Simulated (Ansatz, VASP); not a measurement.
# B in VASP and in Ansatz

```
CELL_PARAMETERS angstrom
1.40521 0.81130 4.12169
-1.40521 0.81130 4.12169
0.00000 -1.62259 4.12169
ATOMIC_POSITIONS crystal
B 0.93355 0.93355 0.93355
B 0.19811 0.19811 0.19811
B 0.80189 0.80189 0.80189
B 0.06645 0.06645 0.06645
```

Alike in both runs: functional LDA; k mesh 12 × 12 × 12; occupations gaussian, width 0.1 eV; no spin polarisation.

Ansatz relaxed the structure, and its values are those at the end. VASP's run is a single point on that final structure, the one shown.

```csv
,VASP,Ansatz
version,VASP 6.6.1,Ansatz 0.2.0
potentials or method,"VASP PAW LDA potentials, release 64 (B)","scalar-relativistic, plane waves, PAW"
plane-wave cutoff (eV),520,420
valence electrons in the cell,12,12
```

|  | VASP | Ansatz | Ansatz less VASP |
| --- | --- | --- | --- |
| gap on the k mesh at the Fermi level (eV) | none | none | - |
| pressure (GPa) | 0.4 | 0.1 | -0.26 |
| rms of the force components (eV/Å) | 0.007 | 0.005 | -0.0010 |

A gap of «none» marks a metal or a gap that the smearing closes.
